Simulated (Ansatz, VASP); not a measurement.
## CdTe (lda) in VASP and in Ansatz

```
Cd Te
1.0
     0.00000    3.26676    3.26676
     3.26676    0.00000    3.26676
     3.26676    3.26676    0.00000
Cd Te
1 1
Cartesian
  0.0000 0.0000 0.0000
  1.6334 1.6334 1.6334
```

Alike in both runs: task single point; functional LDA; k mesh 8 × 8 × 8; occupations gaussian, width 0.02 eV; no spin polarisation.

|  | VASP | Ansatz |
| --- | --- | --- |
| version | VASP 6.6.1 | Ansatz 0.2.0 |
| potentials or method | VASP PAW LDA potentials, release 64 (Cd, Te) | scalar-relativistic, plane waves, PAW |
| plane-wave cutoff (eV) | 520 | 420 |
| valence electrons in the cell | 18 | 36 |

Ansatz gave:

```
gap on the k mesh at the Fermi level (eV) : 0.44
least direct gap on the mesh (eV)         : 0.44
pressure (GPa)                            : -2.3
```

Problem. What did VASP give for the same quantities?

Solution. gap on the k mesh at the Fermi level (eV): 0.48; least direct gap on the mesh (eV): 0.48; pressure (GPa): -2.1.

The two sets of potentials don't hold the same shells in valence.

Caveats: spin-orbit coupling is left out, which moves the levels of the heavy elements. A hybrid or GW would open this gap; LDA tends to underestimate it.
